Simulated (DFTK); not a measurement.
SnO2 (Cassiterite):

```xyz
6
Lattice="4.7380 0.0000 0.0000 0.0000 4.7380 0.0000 0.0000 0.0000 3.1865" Properties=species:S:1:pos:R:3 pbc="T T T"
Sn    2.3690    2.3690    1.5933
Sn    0.0000    0.0000    0.0000
O     3.8240    0.9140    1.5933
O     3.2830    3.2830    0.0000
O     0.9140    3.8240    1.5933
O     1.4550    1.4550    0.0000
```

Base run:

| Item | Value |
| --- | --- |
| Program | DFTK 0.8.2 |
| Functional | PBE |
| Potentials or basis | in-house norm-conserving set (PBE, scalar relativistic) |
| Cutoff | 1252 eV |
| k mesh | 4 × 4 × 5 |
| Occupations | fermi-dirac, width 0.05 eV |
| Spin | no spin polarisation |

Its results: band gap on the k mesh 1.28 eV, direct; largest force 0.278 eV/Å.

Task: The run is repeated on the same cell with these changes: functional from PBE to PBEsol; potentials or basis from in-house norm-conserving set (PBE, scalar relativistic) to SG15 1.2 (PBE); cutoff from 1252 eV to 952 eV. What comes out?

Result: Band gap on the k mesh 1.15 eV, direct; largest force 0.159 eV/Å.

Caveats: spin-orbit coupling is left out, which moves the levels of the heavy elements; the potentials were made for another functional, which shifts forces and pressure (some runs).
